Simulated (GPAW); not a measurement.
Wanted: an ASE script for a GPAW 26.7.0 run.

| Property | Result |
| --- | --- |
| Task | equation of state |
| Functional | BP86 |
| Potentials or basis | PAW data sets generated in the run's folder for this functional |
| Cutoff | 600 eV |
| Basis | pw |
| k mesh | 6 × 6 × 6 |
| Occupations | fermi-dirac, width 0.05 eV |
| Spin | no spin polarisation |
| Maxiter | 150 |
| Eos scales | [0.94, 0.96, 0.98, 1.0, 1.02, 1.04, 1.06] |

The structure of HgSe lies in HgSe.cif:

```cif
data_HgSe
_cell_length_a 4.29779502
_cell_length_b 4.29779502
_cell_length_c 4.29779502
_cell_angle_alpha 60.00000000
_cell_angle_beta 60.00000000
_cell_angle_gamma 60.00000000
_space_group_name_H-M_alt 'P1'
_space_group_name_Hall 'P 1'
_space_group_IT_number 1
loop_
_space_group_symop_operation_xyz
'x,y,z'
loop_
_atom_site_label
_atom_site_type_symbol
_atom_site_symmetry_multiplicity
_atom_site_Wyckoff_symbol
_atom_site_fract_x
_atom_site_fract_y
_atom_site_fract_z
_atom_site_occupancy
Hg1 Hg 1 a 0.0000000000 0.0000000000 0.0000000000 1
Se1 Se 1 a 0.7500000000 0.7500000000 0.7500000000 1
```

One way to write it, as run:

run.py

```python
from ase.eos import EquationOfState
from ase.io import Trajectory, read
from ase.units import GPa
from gpaw import GPAW, PW, setup_paths

setup_paths.insert(0, '.')

atoms = read('HgSe.cif')

traj = Trajectory('eos.traj', 'w')
volumes, energies = [], []
for x in [0.94, 0.96, 0.98, 1.0, 1.02, 1.04, 1.06]:
    a = atoms.copy()
    a.set_cell(atoms.cell * x**(1 / 3), scale_atoms=True)
    calc = GPAW(mode=PW(600),
                xc='GGA_X_B88+GGA_C_P86',
                kpts={'size': (6, 6, 6), 'gamma': True},
                occupations={'name': 'fermi-dirac', 'width': 0.05},
                nbands=18,
                convergence={'density': 1e-05, 'energy': 1e-05},
                maxiter=150,
                txt=f'eos-{x:.2f}.txt')
    a.calc = calc
    energies.append(a.get_potential_energy(force_consistent=True))
    volumes.append(a.get_volume())
    p = -a.get_stress()[:3].mean() / GPa
    calc.write(f'eos-{x:.2f}.gpw')
    traj.write(a)
    print(f'{x:.2f} {volumes[-1]:10.4f} A^3 {energies[-1]:14.6f} eV {p:9.3f} GPa', flush=True)

v0, e0, B = EquationOfState(volumes, energies, eos='birchmurnaghan').fit()
print(f'V0 = {v0:.4f} A^3, E0 = {e0:.6f} eV, B0 = {B / GPa:.2f} GPa')
```

Potentials or basis: PAW data sets generated in the run's folder for this functional, pw.

The run is started by

```bash
$ gpaw-setup -f GGA_X_B88+GGA_C_P86 Hg Se
$ OMP_NUM_THREADS=1 python run.py
```

Results of the run:

| Property | Result |
| --- | --- |
| Equilibrium volume | 30.98 Å³/atom (rough: see the caveat) |
| Bulk modulus | 42 GPa (rough) |

Caveat: the minimum lies outside the volumes run.

It took 78 s on 1 thread of Arm Neoverse V1, on a shared host, peak memory 0.21 GiB.
